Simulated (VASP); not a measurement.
# BeSe (F-43m) in VASP: elastic constants with LDA

Aim: the elastic constants of BeSe with LDA.

Everything below comes from runs of VASP 6.6.1. Logs are shortened: lines on timing, memory, paths and dates and some standing lists are left out, and cuts for length are marked.

## (1) The structure

Symmetry: F-43m, No. 216, cubic system. The conventional cell has a = 5.081 Å, b = 5.081 Å, c = 5.081 Å, α = 90.00°, β = 90.00°, γ = 90.00°. Around Be (site symmetry -43m) lie 4 Se at 2.20 Å. Se (site symmetry -43m) is surrounded by 4 Be at 2.20 Å.

## (2) Elastic constants, LDA

The input, INCAR:

```
ALGO     = Normal         # electronic algorithm
EDIFF    = 1E-8           # SCF threshold, eV
ENCUT    = 600            # plane-wave cutoff, eV
GGA      = CA             # functional
IBRION   = 6              # ionic algorithm
ISIF     = 3              # what is computed and relaxed
ISMEAR   = 0              # smearing method
LASPH    = T              # aspherical terms in the spheres
LCHARG   = F              # write CHGCAR
LREAL    = F              # projectors in reciprocal space
LWAVE    = F              # write WAVECAR
NELM     = 80             # most SCF steps
NFREE    = 2            
NSW      = 1              # ionic steps
POTIM    = 0.015          # step
PREC     = Accurate       # precision mode
SIGMA    = 0.01           # smearing width, eV
```

The input, KPOINTS:

```
k-points
0
Gamma
  10 10 10
```

The input, POSCAR:

```
BeSe
1.0
    0.0000000000      2.5407323103      2.5407323103
    2.5407323103      0.0000000000      2.5407323103
    2.5407323103      2.5407323103      0.0000000000
Be Se
1 1
Direct
    0.0000000000      0.0000000000      0.0000000000
    0.2500000000      0.2500000000      0.2500000000
```

Potentials or basis: VASP PAW LDA potentials, release 64 (Be, Se).

Run with:

```
$ cat potpaw_LDA.64/Be/POTCAR potpaw_LDA.64/Se/POTCAR > POTCAR
$ mpirun -np 1 vasp_std > vasp.out
```

OUTCAR:

```text
EDIFF = 1E-8
   ENCUT = 600
   GGA = CA
   IBRION = 6
   ISIF = 3
   ISMEAR = 0
   LASPH = T
   LREAL = F
   NELM = 80
   NFREE = 2
   NSW = 1
   POTIM = 0.015
   PREC = Accurate

 ion  position               nearest neighbor table
   1  0.000  0.000  0.000-   2 2.20   2 2.20   2 2.20   2 2.20
   2  0.250  0.250  0.250-   1 2.20   1 2.20   1 2.20   1 2.20

  LATTYP: Found a face centered cubic cell.
 ALAT       =     5.0814646206

  Lattice vectors:

 A1 = (   0.0000000000,   2.5407323103,   2.5407323103)
 A2 = (   2.5407323103,   0.0000000000,   2.5407323103)
 A3 = (   2.5407323103,   2.5407323103,   0.0000000000)

Analysis of symmetry for initial positions (statically):
=====================================================================
 Subroutine PRICEL returns:
 Original cell was already a primitive cell.

 Routine SETGRP: Setting up the symmetry group for a
 face centered cubic supercell.

 Subroutine GETGRP returns: Found 24 space group operations
 (whereof 24 operations were pure point group operations)
 out of a pool of 48 trial point group operations.

The static configuration has the point symmetry T_d .

Analysis of symmetry for dynamics (positions and initial velocities):
=====================================================================
 Subroutine PRICEL returns:
 Original cell was already a primitive cell.

 Routine SETGRP: Setting up the symmetry group for a
 face centered cubic supercell.

 Subroutine GETGRP returns: Found 24 space group operations
 (whereof 24 operations were pure point group operations)
 out of a pool of 48 trial point group operations.

The dynamic configuration has the point symmetry T_d .

 Subroutine INISYM returns: Found 24 space group operations
 (whereof 24 operations are pure point group operations),
 and found     1 'primitive' translations

[... 351 lines left out ...]
      5       8.1437      0.00000
      6       8.5839      0.00000
      7       8.6124      0.00000
      8       8.6429      0.00000
[... 243 lines left out ...]
 k-point    24 :       0.4000    0.3000    0.0000
  band No.  band energies     occupation
      1      -8.9421      2.00000
      2      -0.7684      2.00000
      3       1.0732      2.00000
      4       1.3367      2.00000
      5       6.9638      0.00000
      6       8.7544      0.00000
      7      13.0276      0.00000
      8      13.2680      0.00000

 [... further k-points ...]
[... 5 lines left out ...]
  --------------------------------------------------------------------------------------
  -------------------------------------------------------------------------------------
  Total        0.0622103      0.0639982      0.0639982      0.0000000      0.0762903      0.0000000
  in kB        3.0385467      3.1258735      3.1258735      0.0000000      3.7262604      0.0000000
  external PRESSURE =       3.0967645 kB  Pullay stress =       0.0000000 kB
[... 17 lines left out ...]
  FREE ENERGIE OF THE ION-ELECTRON SYSTEM (eV)
  ---------------------------------------------------
  free  energy   TOTEN  =       -10.0095624519 eV

  energy  without entropy=      -10.0095624519  energy(sigma->0) =      -10.00956245

 INTERNAL STRAIN TENSORS FROM STRAINED CELLS
 ============================================

 INTERNAL STRAIN TENSOR FOR ION    1 for displacements in x,y,z  (eV/Angst):
          X           Y           Z          XY          YZ          ZX
  --------------------------------------------------------------------------------
  x    -0.00000     0.00000     0.00000    -0.00000     5.07948     0.00000
  y    -0.00000    -0.00000     0.00000    -0.00000     0.00000     5.07941
  z    -0.00000    -0.00000    -0.00000     5.07907    -0.00000     0.00000

 INTERNAL STRAIN TENSORS FROM DISPLACED ATOMS
 ============================================

 INTERNAL STRAIN TENSOR FOR ION    1 for displacements in x,y,z  (eV/Angst):
          X           Y           Z          XY          YZ          ZX
  --------------------------------------------------------------------------------
  x    -0.00000     0.00000     0.00000     0.00000     5.08771     0.00000
  y     0.00000     0.00000     0.00000     0.00000     0.00000     5.08771
  z     0.00000     0.00000    -0.00000     5.08771     0.00000     0.00000

 INTERNAL STRAIN TENSOR FOR ION    2 for displacements in x,y,z  (eV/Angst):
          X           Y           Z          XY          YZ          ZX
  --------------------------------------------------------------------------------
  x     0.00000     0.00000     0.00000     0.00000    -5.07701     0.00000
  y    -0.00000     0.00000    -0.00000     0.00000     0.00000    -5.07701
  z     0.00000     0.00000     0.00000    -5.07701     0.00000     0.00000

 Eigenvectors and eigenvalues of the dynamical matrix
 ----------------------------------------------------

   1 f  =   15.678478 THz    98.510784 2PiTHz  522.977742 cm-1    64.840947 meV
             X         Y         Z           dx          dy          dz
      0.000000  0.000000  0.000000     0.000000    0.947374    0.000000
      1.270366  1.270366  1.270366     0.000000   -0.320129    0.000000
[... 21 lines left out ...]
   6 f/i=    0.000798 THz     0.005015 2PiTHz    0.026622 cm-1     0.003301 meV
             X         Y         Z           dx          dy          dz
      0.000000  0.000000  0.000000     0.000000    0.000000   -0.320129
      1.270366  1.270366  1.270366     0.000000    0.000000   -0.947374

--------------------------------------------------------------------------------------------------------

 ELASTIC MODULI CONTR FROM IONIC RELAXATION (kBar)
 Direction    XX          YY          ZZ          XY          YZ          ZX
 --------------------------------------------------------------------------------
 XX          -0.0000     -0.0000     -0.0000      0.0000      0.0000     -0.0000
 YY          -0.0000     -0.0000     -0.0000      0.0000      0.0000      0.0000
 ZZ          -0.0000     -0.0000     -0.0000      0.0000      0.0000     -0.0000
 XY           0.0000      0.0000      0.0000   -155.0397      0.0000      0.0000
 YZ           0.0000      0.0000      0.0000      0.0000   -155.0397      0.0000
 ZX          -0.0000      0.0000     -0.0000      0.0000      0.0000   -155.0397
 --------------------------------------------------------------------------------

 TOTAL ELASTIC MODULI (kBar)
 Direction    XX          YY          ZZ          XY          YZ          ZX
 --------------------------------------------------------------------------------
 XX        1389.9061    576.5321    576.5321      0.0000      0.0000     -0.0000
 YY         576.5321   1389.9061    576.5321      0.0000      0.0000     -0.0000
 ZZ         576.5321    576.5321   1389.9061      0.0000      0.0000     -0.0000
 XY           0.0000      0.0000      0.0000    709.7371      0.0000      0.0000
 YZ           0.0000      0.0000      0.0000      0.0000    709.7371      0.0000
 ZX          -0.0000     -0.0000     -0.0000      0.0000      0.0000    709.7371
 --------------------------------------------------------------------------------
```

OSZICAR:

```text
N       E                     dE             d eps       ncg     rms          rms(c)
DAV:   1     0.232162330393E+02    0.23216E+02   -0.41700E+03   752   0.958E+02
DAV:   2    -0.944099584826E+01   -0.32657E+02   -0.30988E+02  1080   0.114E+02
[... 171 lines left out ...]
DAV:   1    -0.100084970412E+02    0.10654E-02   -0.56273E-01  2736   0.455E+00    0.198E-01
DAV:   2    -0.100096730551E+02   -0.11760E-02   -0.14140E-02  3648   0.962E-01    0.804E-02
DAV:   3    -0.100095726210E+02    0.10043E-03   -0.17342E-04  3432   0.946E-02    0.340E-02
DAV:   4    -0.100095633071E+02    0.93139E-05   -0.44156E-05  3424   0.465E-02    0.865E-03
DAV:   5    -0.100095624639E+02    0.84315E-06   -0.68087E-06  3000   0.200E-02    0.278E-03
DAV:   6    -0.100095624518E+02    0.12141E-07   -0.39010E-07  3224   0.541E-03    0.731E-04
DAV:   7    -0.100095624519E+02   -0.57355E-10   -0.20919E-08  3296   0.133E-03
  17 F= -.10009562E+02 E0= -.10009562E+02  d E =-.476296E-64
```

Run time: 4.1 min. Hardware: 1 thread of Intel Xeon 6975P-C (Granite Rapids), shared host; peak memory 0.3 GiB.

What came out:

```
Elastic constants C11, C12, C44                         : 139, 58, 71 GPa
Voigt bulk modulus                                      : 85 GPa
Highest phonon frequency at Γ, LO-TO splitting left out : 523 cm⁻¹
```

Phonon frequencies in cm⁻¹ (negative: imaginary):
| q point | frequencies |
| --- | --- |
| (0.000, 0.000, 0.000) | 0 0 0 523 523 523 |

Elastic tensor in Voigt notation (GPa, in the Cartesian axes of the cell as first typed):
```
139  58  58   0   0   0
 58 139  58   0   0   0
 58  58 139   0   0   0
  0   0   0  71   0   0
  0   0   0   0  71   0
  0   0   0   0   0  71
```

Clamped-ion elastic tensor (GPa):
```
139  58  58   0   0   0
 58 139  58   0   0   0
 58  58 139   0   0   0
  0   0   0  86   0   0
  0   0   0   0  86   0
  0   0   0   0   0  86
```
